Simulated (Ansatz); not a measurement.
## MoH4: competing structures

Level of theory: DFT PBE, scalar-relativistic, plane waves, PAW in Ansatz. Settings: cutoff 420 eV, Γ-centred meshes spaced at most about 0.3 Å⁻¹, and about 0.25 Å⁻¹ or finer for metals (2π included), Gaussian smearing. No spin polarisation.

The zero of energy is the elements' standard structures at the same level (H₂ as a molecule); no fitted shifts are applied.

All energies are static (0 K, no zero-point motion). Only the structures computed here compete, so a lower one can exist. No dispersion correction is applied, so the spacing and binding between layers, chains or molecules are poorly described (P4/mmm), and this can change margins and order among such cells. With hydrogen, zero-point motion can shift formation energies by some tens of meV/atom.

Invented guesses were relaxed alike, and ends that match in structure were merged. ΔE counts from the first row. Coordination counts H atoms around Mo (those within 1.25 times the shortest such distance or 1.15 times the sum of covalent radii). The ends were matched against large subsets of the Crystallography Open Database and the Materials Project, so a missing match doesn't prove that a structure is unreported.

```tsv
#	reached from	type and space group	atoms	Å³/atom	coordination	ΔE (meV/atom)	gap on mesh (eV)	in databases
1	ordered vacancies on the cation sites of fluorite	P4/mmm (No. 123)	5	9.2	Mo 8	0	0.00	no match
2	ordered vacancies on the cation sites of aluminium diboride	P6/mmm (No. 191)	5	7.3	Mo 12	100	0.00	no match
3	H4C type (I-43m), changed on relaxing	Im-3m (No. 229)	5	7.3	Mo 8	332	0.00	no match
```

The lowest: Space group P4/mmm (No. 123), tetragonal, a = 2.789 Å, c = 5.932 Å. H is surrounded by 2 Mo at 1.87 Å and 4 H at 1.97 Å; Mo is surrounded by 8 H at 1.87 Å and 4 Mo at 2.79 Å. Its energy over the elements is +0.26 eV/atom. It can't be a ground state, since the elements alone are lower. An observed structure of this formula, if there is one, may be missing.

```yaml
crystal:
  lattice:
    - [2.78945, 0.00000, 0.00000]
    - [0.00000, 2.78945, 0.00000]
    - [0.00000, 0.00000, 5.93246]
  atoms:
    - { symbol: H, position: [0.50000, 0.00000, 0.20998] }
    - { symbol: H, position: [0.00000, 0.50000, 0.79002] }
    - { symbol: H, position: [0.50000, 0.00000, 0.79002] }
    - { symbol: H, position: [0.00000, 0.50000, 0.20998] }
    - { symbol: Mo, position: [0.00000, 0.00000, 0.00000] }
```

The second: Space group P6/mmm (No. 191), hexagonal, a = 2.856 Å, c = 5.183 Å. H is surrounded by 3 H at 1.65 Å and 3 Mo at 2.00 Å; Mo is surrounded by 12 H at 2.00 Å. Counting H atoms around Mo, the first has Mo 8 and the second has Mo 12. Shaken at random and relaxed again, row 1 came back. Cells without such a test can be saddle points.

```
CELL_PARAMETERS angstrom
2.85646 0.00000 0.00000
-1.42823 2.47377 0.00000
0.00000 0.00000 5.18306
ATOMIC_POSITIONS crystal
H 0.33333 0.66667 0.21826
H 0.33333 0.66667 0.78174
H 0.66667 0.33333 0.21826
H 0.66667 0.33333 0.78174
Mo 0.00000 0.00000 0.00000
```

Some structure types and database cells were kept out of the candidates from the start, so a known form may be missing.
